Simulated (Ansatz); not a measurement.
## Orbital-resolved density of states of Gd

```
CELL_PARAMETERS angstrom
-2.02500 2.02500 2.02500
2.02500 -2.02500 2.02500
2.02500 2.02500 -2.02500
ATOMIC_POSITIONS crystal
Gd 0.00000 0.00000 0.00000
```

The cell comes from COD entry 1522526, which wasn't checked; take it as a given geometry.

Spin polarisation is left out, and whether a magnetic state lies lower isn't shown here. Semilocal functionals without U also describe localised f shells poorly.

No spin–orbit coupling, which matters for the heavy atoms here.

All numbers below come from DFT, PBE, all-electron LAPW, scalar-relativistic in Ansatz 0.2.0.

Numerical set-up: a Γ-centred 11×11×11 k mesh, Fermi–Dirac smearing of 0.08 eV, basis error target 1 meV/atom, no spin polarisation.

States per eV for one atom of each kind, in 0.4 eV bins named by their centres, from the Fermi level, projected on a minimal set of Löwdin-orthogonalised atomic shells; orbitals are real harmonics on the Cartesian axes, equal curves share a column, and empty bins are left out, as is all above 2.2 eV, near the top of the computed bands.

Gd 4f:

```
# E all fz3 fxz2=fyz2 fz(x2-y2) fxyz fx(x2-3y2)=fy(3x2-y2)
-1.5 0.01 0.00 0.00 0.00 0.00 0.00
-1.1 0.05 0.01 0.01 0.00 0.01 0.01
-0.7 0.31 0.05 0.05 0.05 0.02 0.05
-0.3 9.48 1.10 1.61 1.92 0.42 1.41
0.1 23.76 3.74 3.09 2.70 4.45 3.35
0.5 0.38 0.02 0.07 0.11 0.00 0.05
0.9 0.35 0.02 0.07 0.10 0.01 0.05
1.3 0.21 0.01 0.04 0.05 0.01 0.03
1.7 0.14 0.01 0.02 0.03 0.01 0.02
2.1 0.05 0.01 0.01 0.01 0.01 0.01
```

Gd 5d:

```
# E all dz2=dx2-y2 dxz=dyz=dxy
-3.1 0.01 0.00 0.00
-2.7 0.02 0.00 0.01
-2.3 0.06 0.01 0.01
-1.9 0.13 0.02 0.03
-1.5 0.45 0.08 0.09
-1.1 0.71 0.17 0.13
-0.7 1.26 0.43 0.13
-0.3 0.98 0.31 0.12
0.1 0.65 0.11 0.14
0.5 0.67 0.16 0.12
0.9 2.16 0.28 0.53
1.3 1.78 0.20 0.46
1.7 1.44 0.14 0.39
2.1 0.89 0.04 0.27
```

Gd 6s:

```
# E all
-4.3 0.01
-3.9 0.06
-3.5 0.10
-3.1 0.13
-2.7 0.17
-2.3 0.20
-1.9 0.25
-1.5 0.32
-1.1 0.28
-0.7 0.20
-0.3 0.08
0.1 0.08
0.5 0.01
0.9 0.04
1.3 0.13
1.7 0.14
2.1 0.02
```
